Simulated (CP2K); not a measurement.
MoS2:

```
Mo S
1.0
     3.16900    0.00000    0.00000
    -1.58450    2.74443    0.00000
     0.00000    0.00000   12.32400
Mo S
2 4
Direct
  0.66667 0.33333 0.75000
  0.33333 0.66667 0.25000
  0.66667 0.33333 0.37700
  0.33333 0.66667 0.87700
  0.66667 0.33333 0.12300
  0.33333 0.66667 0.62300
```

Base run:

```yaml
Program: CP2K 2026.2
Functional: vdW-DF-cx
Potentials_or_basis: POTENTIAL_UZH Mo GTH-PBE-q14, S GTH-PBE-q6; DZVP-MOLOPT-PBE-GTH basis
Density_cutoff: 9184 eV
k_mesh: 10 × 10 × 3
Occupations: fermi-dirac, width 0.05 eV
Spin: no spin polarisation
```

Its results: band gap on the k mesh 0.94 eV, indirect (least direct gap 1.92 eV); pressure 1.0 GPa; largest force 0.241 eV/Å.

Task: After a change of settings the same cell gave: band gap on the k mesh 0.95 eV, indirect (least direct gap 1.90 eV); pressure 4.9 GPa; largest force 0.447 eV/Å. Which change was it?
A. functional from vdW-DF-cx to optB88-vdW
B. functional from vdW-DF-cx to LDA
C. functional from vdW-DF-cx to PBE
D. functional from vdW-DF-cx to PBEsol

Result: A.

Caveats: the potentials were made for another functional, which shifts forces and pressure; the basis of atomic orbitals isn't converged, which shifts pressures, moduli and gaps.

Not every run made on this cell is shown here.
